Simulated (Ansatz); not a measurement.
## CuO under changes of volume

One of the cells (12.605 Å³/atom); the others are scaled copies at fixed shape and fractional positions:

```
Cu O
1.0
     0.00000    2.32725    2.32725
     2.32725    0.00000    2.32725
     2.32725    2.32725    0.00000
Cu O
1 1
Direct
  0.00000 0.00000 0.00000
  0.25000 0.25000 0.25000
```

Measurements of this composition are mostly on another form, of space group No. 15.

| Quantity | Value |
| --- | --- |
| Program | Ansatz 0.2.0 |
| Functional | BLYP |
| Potentials or basis | Ansatz PAW |
| Cutoff | 420 eV (not typed: the program's choice for these potentials) |
| k mesh | 10 × 10 × 10 |
| Occupations | fermi-dirac, width 0.05 eV |
| Spin | no spin polarisation |

```tsv
volume (Å³/atom)	energy over the lowest point (meV/atom)	pressure (GPa)
11.848	?	?
12.100	0.00	-0.7
12.353	3.08	-3.1
12.605	9.74	-5.2
12.857	19.42	-7.0
13.109	31.90	-8.7
13.361	46.90	-10.2
```

Q: What does the run at 11.848 Å³/atom give?

A: Energy over the lowest point 0.77 meV/atom; pressure 2.0 GPa.

Worked out: A Birch-Murnaghan fit of order 3 (a polynomial in V^(-2/3)) to the other rows has its minimum at 12.02 Å³/atom, just outside them, with B0 = V·E''(V) = 123 GPa and B' = 4.4. It gives 0.80 meV/atom at 11.848 Å³/atom, against the run's 0.77, and -dE/dV = 1.9 GPa, against 2.0.

Energies are extrapolated to zero smearing.

Caveats: an odd number of electrons without spin polarisation forces a metal; a magnetic or distorted state may lie lower; the run has no spin polarisation, though such a crystal can be magnetic; the PAW data sets come from PBE, with cores solved anew for the run's functional, which leaves a small shift of forces and pressure.
